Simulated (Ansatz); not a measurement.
Cu, 1 atom in the cell. Symmetry: Fm-3m, No. 225, cubic system. Conventional cell: a = 3.615 Å, b = 3.615 Å, c = 3.615 Å, α = 90.00°, β = 90.00°, γ = 90.00°. Cu (site symmetry m-3m) is surrounded by 12 Cu at 2.56 Å. 

- Program: Ansatz 0.2.0
- Task: single point
- Functional: RPBE
- Potentials or basis: all-electron LAPW, scalar-relativistic
- Cutoff: 295 eV (chosen from the basis error)
- Basis error allowed: 0.001 eV/atom
- k mesh: 13 × 13 × 13
- Occupations: gaussian, width 0.02 eV
- Spin: no spin polarisation

Potentials or basis: all-electron LAPW, scalar-relativistic.

Command:

```sh
$ ansatz run input.yaml --threads 1 --pin off --max-ram 3072MiB --backend cpu --events-out ev --progress --plain --runs-dir out
```

Hardware: 1 thread of Arm Neoverse V2 (shared host).

Q: Estimate the wall time of this run.

A: It took 4.9 s on 1 thread of Arm Neoverse V2 (shared host), peak memory 0.26 GiB. Counts: scf iterations 7, plane waves 137, k points 84, bands 14.
